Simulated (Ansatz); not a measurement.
TiC: pressure and energy less free atoms against volume scale

All results are calculated (Ansatz 0.2.0). Periodic Kohn-Sham DFT of a crystal at fixed atoms, scaled to volume_scale times the given cell; pressure positive in compression, energy less spherical unpolarised free atoms, largest_vzz the field gradient of largest size among the nuclei.

The cell before it is scaled or strained (space group Fm-3m, No. 225):
```
cell vectors (Å)
   0.0000     2.1640     2.1640
   2.1640     0.0000     2.1640
   2.1640     2.1640     0.0000
atoms (fractions of the cell vectors)
Ti  0.00000  0.00000  0.00000
C   0.50000  0.50000  0.50000
```

Settings of every row: method all-electron LAPW; functional PBE; relativity scalar; k mesh 16x16x16; filling fermi-dirac; smearing width 0.03 eV; basis error target 1 meV/atom; nucleus gaussian.

Atom start moment: 0 on all atoms.

| row | volume scale | V (Å³/atom) | pressure (GPa) | energy less free atoms (eV/atom) |
| --- | --- | --- | --- | --- |
| 1 | 0.94 | 9.526 | 18.615 | -8.7673 |
| 2 | 0.9405 | 9.531 | 18.444 | -8.7679 |
| 3 | 0.96 | 9.728 | 12.085 | -8.7866 |
| 4 | 0.97 | 9.83 | ? | ? |
| 5 | 0.98 | 9.931 | 6.18 | -8.7981 |
| 6 | 1 | 10.134 | 0.837 | -8.8025 |
| 7 | 1.01 | 10.235 | -1.64 | -8.8022 |
| 8 | 1.02 | 10.336 | -3.996 | -8.8005 |
| 9 | 1.03 | 10.438 | -6.237 | -8.7972 |
| 10 | 1.04 | 10.539 | -8.368 | -8.7926 |
| 11 | 1.06 | 10.742 | -12.322 | -8.7795 |

Question: what pressure and energy less free atoms should row 4 give?

Worked fit of pressure. Take u = (V_r/V)^(2/3) − 1 with V_r = 10.184 Å³ an atom, which is twice the finite (Eulerian) strain; such expansions in the strain, on which the Birch-Murnaghan equation of state is built, carry the rest volume and the bulk modulus. The shown rows have u = 0.04553, 0.04517, 0.03101, 0.01691, 0.00329, -0.00332, -0.00983, -0.01629, -0.02258, -0.03494. Least squares give pressure = −0.4116 + 374.049 × u + 957.83 × u² GPa; a straight line predicts inner rows, each left out in turn, worse (root mean square 0.57 against 0.014 GPa). The rows lie off it by 0.011, 0.006, -0.024, -0.007, 0.008, 0.003, 0.000, 0.014, 0.001, -0.010 (root mean square 0.011 GPa). The pressure vanishes at u = 0.0011, or V = 10.17 Å³ an atom, and there the bulk modulus at fixed shape and fractions is B = −V dP/dV = (2/3)(1 + u) dP/du = 251 GPa. The withheld row has u = 0.02387, so the fit gives −0.4116 + 374.049 × (0.02387) + 957.83 × (0.02387)² = 9.063 GPa.

The calculation gave 9.058 GPa. The fit lies 0.005 GPa (0.016 % of the column's range) above it; its largest miss of a shown row is 0.024 GPa.

Worked fit of energy less free atoms. Take u = (V_r/V)^(2/3) − 1 with V_r = 10.184 Å³ an atom, which is twice the finite (Eulerian) strain; such expansions in the strain, on which the Birch-Murnaghan equation of state is built, carry the rest volume and the bulk modulus. The shown rows have u = 0.04553, 0.04517, 0.03101, 0.01691, 0.00329, -0.00332, -0.00983, -0.01629, -0.02258, -0.03494. Least squares give energy less free atoms = −8.80256 − 0.0376 × u + 17.823 × u² eV/atom; a straight line predicts inner rows, each left out in turn, worse (root mean square 0.011 against 2.7e-05 eV/atom). All shown rows lie on it to the printed digit. Its lowest point lies at u = 0.0011, or V = 10.17 Å³ an atom, and the curvature there gives the bulk modulus at fixed shape and fractions, B = (4/9)(1 + u)² E″(u)/V = 250 GPa. The withheld row has u = 0.02387, so the fit gives −8.80256 − 0.0376 × (0.02387) + 17.823 × (0.02387)² = -8.7933 eV/atom.

The calculation gave -8.7933 eV/atom. The fit meets it to the printed digit.
